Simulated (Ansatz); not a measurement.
Notes on Ni

```
CELL_PARAMETERS angstrom
2.67918 0.00000 0.00000
-1.33959 2.32024 0.00000
0.00000 0.00000 4.26960
ATOMIC_POSITIONS crystal
Ni 0.33333 0.66667 0.25000
Ni 0.66667 0.33333 0.75000
```

The numbers come from plane-wave PAW DFT (Ansatz): PBE, no spin polarisation, 420 eV, 14×14×8 Γ-centred k points, fermi-dirac occupations (width 0.1 eV). Nothing was relaxed.

Is there a gap?

It is a metal, with about 7.3 states/eV a cell as the mean within 0.25 eV of the Fermi level, mostly Ni d (98 %).

Is the cell too large or too small?

The pressure is -24.0 GPa (compression positive), so with the atoms held at these fractions the cell would first shrink. The principal stresses -24.9, -24.9, -22.1 GPa differ, so its shape would change too.

What do density and ELF say about some of the short contacts?

Ni–Ni at 2.64 Å: least valence density 0.24 e/Å³ and ELF 0.25 there. These are pseudo-fields; inside the PAW spheres they differ from the all-electron ones.

Origin: a known structure type with other elements, at an estimated volume, so it need not be a known compound. Caveats: no spin polarisation, so a magnetic state may lie lower; atoms or cell far from equilibrium.
